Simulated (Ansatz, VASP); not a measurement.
One calculation of GaSb, two programs

File INCAR:

```
ALGO = Normal ; EDIFF = 1E-6
ENCUT = 520 ; GGA = CA
ISIF = 2 ; ISMEAR = -1
LASPH = T ; LCHARG = F
LREAL = F ; LWAVE = F
NBANDS = 16 ; NELM = 80
PREC = Accurate ; SIGMA = 0.05
```

File KPOINTS:

```
k-points
0
Gamma
  10 10 10
```

File POSCAR:

```
GaSb
1.0
   -1.5763757296      2.7102044447      2.9313872741
    1.5763757296     -2.7102044447      2.9313872741
    1.5763757296      2.7102044447     -2.9313872741
Sb Ga
1 1
Direct
    0.5000000000      0.5000000000      0.0000000000
    0.0000000000      0.0000000000      0.0000000000
```

File input.yaml:

```yaml
crystal:
  lattice:
    - [-1.5763757296, 2.7102044447, 2.9313872741]
    - [1.5763757296, -2.7102044447, 2.9313872741]
    - [1.5763757296, 2.7102044447, -2.9313872741]
  atoms:
    - { symbol: Sb, position: [0.5, 0.5, 0.0] }
    - { symbol: Ga, position: [0.0, 0.0, 0.0] }
kpoints:
  mp_grid: { grid: [10, 10, 10] }
scf:
  occupations: { method: fermi_dirac, width: 0.05 }
hamiltonian:
  xc: lda
  pseudopotentials: { kind: all_electron, lapw: { basis_error: 0.001 } }
output:
  forces: true
  stress: true
  eigenvalues: true
```

Change from the starting cell: volume scaled by 1.04.

Alike in both runs: task single point; functional LDA; k mesh 10 × 10 × 10; occupations fermi-dirac, width 0.05 eV; no spin polarisation.

```csv
,VASP,Ansatz
version,VASP 6.6.1,Ansatz 0.2.0
potentials or method,"VASP PAW LDA potentials, release 64 (Sb, Ga_d)","all-electron LAPW, scalar-relativistic"
plane-wave cutoff (eV),520,see its input
```

```tsv
	VASP	Ansatz	Ansatz less VASP
gap on the k mesh at the Fermi level (eV)	none	none	-
pressure (GPa)	-6.1	-6.0	+0.04
largest component of the traceless stress (GPa)	0.87	0.84	-0.026
```

A gap of «none» marks a metal or a gap that the smearing closes. Ansatz ran all-electron here, so the differences hold the error of VASP's frozen core and of both bases.

The runs have no spin-orbit coupling, so splittings on Sb are missing.
